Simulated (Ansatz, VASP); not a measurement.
**Two plane-wave programs on NaS6**

```
Na S
1.0
     0.00000    3.98817    3.98817
     3.98817    0.00000    3.98817
     3.98817    3.98817    0.00000
Na S
1 6
Direct
  0.50000 0.50000 0.50000
  0.50000 0.00000 0.00000
  0.00000 0.50000 0.50000
  0.00000 0.50000 0.00000
  0.50000 0.00000 0.50000
  0.00000 0.00000 0.50000
  0.50000 0.50000 0.00000
```

Alike in both runs: task relaxation of cell and atoms; functional PBE; k mesh 8 × 8 × 8; occupations gaussian, width 0.1 eV; no spin polarisation.

```csv
,VASP,Ansatz
version,VASP 6.6.1,Ansatz 0.2.0
potentials or method,"VASP PAW PBE potentials, release 64 (Na_pv, S)","scalar-relativistic, plane waves, PAW"
plane-wave cutoff (eV),600,420
valence electrons in the cell,43,45
```

Ansatz gave:

* gap on the k mesh at the Fermi level, each at its own relaxed structure (eV): none
* relaxed volume (Å³/atom): 18.09
* relaxed cell length with the largest relative difference (Å): 5.636

Problem. What did VASP give for the same quantities?

Solution. gap on the k mesh at the Fermi level, each at its own relaxed structure (eV): none; relaxed volume (Å³/atom): 18.08; relaxed cell length with the largest relative difference (Å): 5.635.

A gap of «none» marks a metal or a gap that the smearing closes. The two sets of potentials don't hold the same shells in valence.
